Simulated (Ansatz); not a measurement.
# SnSe: the cost of one run

Program: Ansatz 0.2.0. Level of theory: DFT PBE+D3(BJ), scalar-relativistic, plane waves, PAW. These are calculated values, not measurements.

The COD entry's cell or inner coordinates are ideal or old and differ from later refinements, so a difference from it is no clean test against experiment.

4 further runs of the same task are left out: 1 that didn't finish, 3 set aside as unsound or not needed.

### Step 1. The structure to begin with

Symmetry: Pnma, No. 62, orthorhombic system. The conventional cell has a = 11.482 Å, b = 4.168 Å, c = 4.386 Å, α = 90.00°, β = 90.00°, γ = 90.00°. Sn (site symmetry m) has 3 Se at 2.77 to 2.82 Å as nearest neighbours. Se (site symmetry m) has 3 Sn at 2.77 to 2.82 Å as nearest neighbours.

Structure file:

```xyz
8
Lattice="11.4816 0.0000 0.0000 0.0000 4.1675 0.0000 0.0000 0.0000 4.3863" Properties=species:S:1:pos:R:3 pbc="T T T"
Sn    1.3505    1.0419    0.4182
Sn    4.3903    3.1256    2.6114
Sn    7.0913    1.0419    1.7750
Sn   10.1311    3.1256    3.9681
Se    4.0987    1.0419    0.1010
Se    1.6421    3.1256    2.2942
Se    9.8395    1.0419    2.0921
Se    7.3829    3.1256    4.2853
```

This cell was relaxed beforehand with the same method: volume 26.24 Å³/atom, gap on the mesh 0.57 eV.

### Step 2. Bands, states and charges

File input.yaml:

```yaml
crystal:
  lattice:
    - [11.481616872, 0.0, 0.0]
    - [0.0, 4.1675106229, 0.0]
    - [0.0, 0.0, 4.3863231554]
  atoms:
    - { symbol: Sn, position: [0.1176252655, 0.25, 0.0953416092] }
    - { symbol: Sn, position: [0.3823747345, 0.75, 0.5953416092] }
    - { symbol: Sn, position: [0.6176252655, 0.25, 0.4046583908] }
    - { symbol: Sn, position: [0.8823747345, 0.75, 0.9046583908] }
    - { symbol: Se, position: [0.3569825009, 0.25, 0.0230334017] }
    - { symbol: Se, position: [0.1430174991, 0.75, 0.5230334017] }
    - { symbol: Se, position: [0.8569825009, 0.25, 0.4769665983] }
    - { symbol: Se, position: [0.6430174991, 0.75, 0.9769665983] }
basis:
  ecutwfc: 420
kpoints:
  mp_grid: { grid: [4, 8, 8] }
  band_path:
    path:
      - [[0.0, 0.0, 0.0], [0.5, 0.0, 0.0], [0.5, 0.5, 0.0], [0.0, 0.5, 0.0], [0.0, 0.0, 0.0], [0.0, 0.0, 0.5], [0.5, 0.0, 0.5], [0.5, 0.5, 0.5], [0.0, 0.5, 0.5], [0.0, 0.0, 0.5]]
      - [[0.5, 0.0, 0.0], [0.5, 0.0, 0.5]]
      - [[0.0, 0.5, 0.0], [0.0, 0.5, 0.5]]
      - [[0.5, 0.5, 0.0], [0.5, 0.5, 0.5]]
    npoints: 14
hamiltonian:
  xc: pbe
  dispersion: d3bj
scf:
  occupations: { method: gaussian, width: 0.02 }
  n_extra_bands: 20
output:
  forces: true
  stress: true
  eigenvalues: true
  populations: true
  dos: { projected: true, de: 0.02, nscf_kmesh: { grid: [6, 12, 12] } }
  bader: true
  write_density: true
  write_potential: true
  elf: true
  volumetric_format: npy
```

Started as:

```sh
> ansatz run input.yaml --threads 2 --pin off --max-ram 5120MiB --backend cpu --events-out ev --progress --plain --runs-dir out
```

What time and memory should one allow on 2 threads of AMD EPYC 9R45 (Zen 5), shared host?

About 59 s, with a peak of 2 GiB.
